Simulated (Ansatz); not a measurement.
## ⁷³Ge NMR of the central transition in Ge3N4

Cell: a structure deposited in the COD, ions relaxed with PBE at fixed cell.

Space group Fd-3m:1 (No. 227); a = 8.3091 Å.

```
site  Wyckoff  site symmetry       x       y       z
 Ge1      16d           .-3m  0.1250  0.1250  0.6250
 Ge5       8a           -43m  0.5000  0.5000  0.0000
   N      32e            .3m  0.8832  0.8832  0.3832
```

One atom of each set is listed; the run and its k-mesh use a cell of 14 atoms with edges of 5.88, 5.88, 5.88 Å.

Level of theory: DFT, PBE, plane waves and PAW, with spin–orbit coupling, 420 eV cutoff, Γ-centred 6×6×6 k-points, Fermi–Dirac smearing 0.02 eV (Ansatz 0.2.0).

⁷³Ge has I = 9/2 and Q = -196.0 mb (Pyykkö 2018); at 7.05 T its Larmor frequency is ν₀ = 10.5 MHz. Only the quadrupole interaction is simulated: positions count from each site's isotropic chemical shift, and J coupling is left out, as are shift anisotropy and dipolar coupling, which fast spinning averages.

(1) What does the ⁷³Ge spectrum (fast magic-angle spinning) show for each site?

Results:

(1) 

```
site    first shell  C_Q (MHz)     η  P_Q (MHz)  δ_QIS (ppm)  breadth (kHz)
 Ge1  6 N at 2.01 Å       1.13  0.00       1.13        -16.0          0.360
 Ge5  4 N at 1.92 Å          0     –          0            0              0
```

δ_QIS = −(ν_Q²/30ν₀²)[I(I+1) − 3/4](1 + η²/3) × 10⁶ ppm with ν_Q = 3|C_Q|/[2I(2I−1)]; it falls as 1/B₀² in ppm, and the breadth as 1/B₀ in kHz.

An axis of threefold or higher order runs through Ge1, so V_zz lies along it and η is zero. Ge5 sits on a cubic site, where every gradient vanishes.

Hardware: 4 threads of AMD EPYC 9R45 (Zen 5) (x86_64; 16 cores open to the job, memory cap 8.0 GiB, no GPU), a shared host with a load of 0.3 a core. Wall time 12 s, CPU time 45 s, peak memory 1.9 GiB.
